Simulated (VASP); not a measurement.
Write the native input for VASP 6.6.1 that does the following.

```
Task                   : single point
Functional             : PBE
Potentials or basis    : VASP PAW PBE potentials, release 64 (Cr_pv)
Cutoff                 : 520 eV
k mesh                 : 11 × 11 × 6
Occupations            : fermi-dirac, width 0.05 eV
Spin                   : collinear spin, ferromagnetic start
Starting moments       : [4.5, 4.5] μB
Further INCAR settings : ALGO = Fast; EDIFF = 1e-06
```

The structure of Cr lies in POSCAR:

```
Cr
1.0
    2.7140000000      0.0000000000      0.0000000000
   -1.3570000000      2.3503929459      0.0000000000
    0.0000000000      0.0000000000      4.4100000000
Cr
2
Direct
    0.6666666667      0.3333333333      0.7500000000
    0.3333333333      0.6666666667      0.2500000000
```

This isn't the form of Cr at room conditions, which is bcc.

These files were run (other wordings do the same):

INCAR

```
ALGO = Fast
EDIFF = 1E-6
ENCUT = 520
GGA = PE
ISIF = 2
ISMEAR = -1
ISPIN = 2
LASPH = True
LCHARG = True
LELF = True
LMAXMIX = 4
LORBIT = 11
LREAL = False
LVHAR = True
LWAVE = False
MAGMOM = 4.5 4.5
NELM = 100
PREC = Accurate
SIGMA = 0.05
```

KPOINTS

```
k-points
0
Gamma
  11 11 6
```

Potentials or basis: VASP PAW PBE potentials, release 64 (Cr_pv).

Command:

```bash
$ cat potpaw_PBE.64/Cr_pv/POTCAR > POTCAR
$ mpirun -np 1 vasp_std > vasp.out
```

It gave:

The pressure is -25.5 GPa and the band gap on the k mesh is none (metal or under the smearing width). The net moment is 1.77 μB per cell. The site moments are Cr +0.82 μB and the valence electrons inside the program's atomic spheres are Cr 10.72.

Caveat: the moment fell far below its start of 4.5 μB, so a state of higher moment may lie lower in energy.

Wall time 38 s on 1 thread of Intel(R) Xeon(R) 6975P-C (Granite Rapids) (shared host), peak memory 0.17 GiB.
